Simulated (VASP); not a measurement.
Here is a VASP 6.6.1 calculation.

Contents of INCAR:

```
SYSTEM = Nb
  ALGO = Normal
  EDIFF = 1E-6
  EDIFFG = -0.01
  ENCUT = 600
  GGA = RP
  IBRION = 2
  ISIF = 3
  ISMEAR = 1
  LASPH = .True.
  LCHARG = .False.
  LREAL = .False.
  LWAVE = .False.
  NELM = 80
  NSW = 60
  PREC = Accurate
  SIGMA = 0.1
```

File KPOINTS:

```
k-points
0
Gamma
  10 10 10
  0 0 0
```

POSCAR

```
Nb
1.0
    2.7196400000      0.0000000000      0.0000000000
    0.0000000000      2.7196400000      0.0000000000
    0.0000000000      0.0000000000      2.7196400000
Nb
1
Direct
    0.5000000000      0.5000000000      0.5000000000
```

Potentials or basis: VASP PAW PBE potentials, release 64 (Nb_sv).

The run is started by

```bash
$ cat potpaw_PBE.64/Nb_sv/POTCAR > POTCAR
$ mpirun -np 1 vasp_std > vasp.out
```

Task: Predict the space group after relaxing (to 0.05 Å).

Result: Pm-3m (No. 221).

Task: What does it give for the relaxed cell?

Result: a = 2.741 Å, b = 2.741 Å, c = 2.741 Å, α = 90.00°, β = 90.00°, γ = 90.00°.

Task: Estimate the relaxed volume.

Result: 20.60 Å³/atom.

Task: Estimate the band gap on the k mesh.

Result: None (metal or under the smearing width).

Step by step:
```
step  energy change (eV)  largest force (eV/Å)  pressure (GPa)  volume (Å³)
   1              0.0000                0.0000            2.83        20.12
   2              0.0014                0.0000           -3.05        21.17
   3             -0.0041                0.0000            0.00        20.60
```

Caveat: the PAW data sets were made with another functional, which shifts forces and pressure a little.
